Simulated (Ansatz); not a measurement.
Here is an Ansatz 0.2.0 calculation.

input.yaml

```yaml
crystal:
  lattice:
    - [3.085, 0.0, 0.0]
    - [-1.5425, 2.6716883707, 0.0]
    - [0.0, 0.0, 3.523]
  atoms:
    - { symbol: Mg, position: [0.0, 0.0, 0.0] }
    - { symbol: B, position: [0.6666666667, 0.3333333333, 0.5] }
    - { symbol: B, position: [0.3333333333, 0.6666666667, 0.5] }
hamiltonian:
  xc: rpbe
  pseudopotentials: { kind: paw }
kpoints:
  mp_grid: { grid: [10, 10, 8] }
  band_path:
    path:
      - [[0.0, 0.0, 0.0], [0.5, 0.0, 0.0], [0.3333333333, 0.3333333333, 0.0], [0.0, 0.0, 0.0], [0.0, 0.0, 0.5], [0.5, 0.0, 0.5], [0.3333333333, 0.3333333333, 0.5], [0.0, 0.0, 0.5]]
      - [[0.5, 0.0, 0.5], [0.5, 0.0, 0.0]]
      - [[0.3333333333, 0.3333333333, 0.0], [0.3333333333, 0.3333333333, 0.5]]
    npoints: 14
scf:
  occupations: { method: fermi_dirac, width: 0.05 }
  n_extra_bands: 7
output:
  forces: true
  stress: true
  eigenvalues: true
  fatbands: true
```

Potentials or basis: Ansatz PAW.

Launch:

```console
$ ansatz run input.yaml --threads 2 --pin off --max-ram 5632MiB --backend cpu --events-out ev --progress --plain --runs-dir out
```

Q: Predict the pressure.

A: 2.5 GPa.

Q: Estimate the band gap on the k mesh.

A: None (metal or under the smearing width).

Levels at the corners of the path, in eV from the Fermi level:
```
point  band 4  band 5  band 6  band 7  band 8  band 9  band 10  band 11  band 12  band 13
    Γ  -41.93  -12.50   -2.97    0.33    0.33    1.63     6.28     6.28     7.97     9.95
    M  -41.93   -8.62   -7.88   -2.21    0.17    3.04     3.82     5.30     7.14    12.64
    K  -41.93   -7.34   -7.34   -5.88    1.76    1.76     6.15     6.15     8.82     9.13
    Γ  -41.93  -12.50   -2.97    0.33    0.33    1.63     6.28     6.28     7.97     9.95
    A  -41.94  -11.23   -7.45    0.70    0.70    6.60     6.60     7.92     9.75    10.01
    L  -41.93   -7.66   -6.98   -3.60   -1.92   -1.31     5.63     8.83     8.91    13.08
    H  -41.93   -6.46   -6.46   -5.21   -2.05   -2.05     3.62    11.66    11.86    11.86
    A  -41.94  -11.23   -7.45    0.70    0.70    6.60     6.60     7.92     9.75    10.01
    L  -41.93   -7.66   -6.98   -3.60   -1.92   -1.31     5.63     8.83     8.91    13.08
    M  -41.93   -8.62   -7.88   -2.21    0.17    3.04     3.82     5.30     7.14    12.64
    K  -41.93   -7.34   -7.34   -5.88    1.76    1.76     6.15     6.15     8.82     9.13
    H  -41.93   -6.46   -6.46   -5.21   -2.05   -2.05     3.62    11.66    11.86    11.86
```

Caveat: the PAW data sets come from PBE, with cores solved anew for the run's functional, which leaves a small shift of forces and pressure.
